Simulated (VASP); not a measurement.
A run of VASP 6.6.1:

INCAR

```
PREC = Accurate ; ENCUT = 520
EDIFF = 1E-6 ; ISMEAR = 0
SIGMA = 0.1 ; LREAL = F
LASPH = T ; NELM = 100
ALGO = Fast ; ISIF = 2
LWAVE = F ; LCHARG = F
GGA = PE ; NBANDS = 12
```

The input KPOINTS:

```
Automatic mesh
0
Gamma
  18 18 18
```

The input POSCAR:

```
BaH
1.0
   -2.1707922345      2.1707922345      3.0693842092
    2.1707922345     -2.1707922345      3.0693842092
    2.1707922345      2.1707922345     -3.0693842092
Ba H
1 1
Direct
    0.0000000000      0.0000000000      0.0000000000
    0.2500000000      0.7500000000      0.5000000000
```

Potentials or basis: VASP PAW PBE potentials, release 64 (Ba_sv, H).

Run with:

```console
$ cat potpaw_PBE.64/Ba_sv/POTCAR potpaw_PBE.64/H/POTCAR > POTCAR
$ mpirun -np 1 vasp_std > vasp.out
```

Hardware: 1 thread of Intel(R) Xeon(R) Platinum 8488C (Sapphire Rapids) (shared host).

Question: How long does it take, and how much memory?

Answer: It took 3.2 min on 1 thread of Intel(R) Xeon(R) Platinum 8488C (Sapphire Rapids) (shared host), peak memory 0.46 GiB. Counts: scf iterations 14, k points 480.
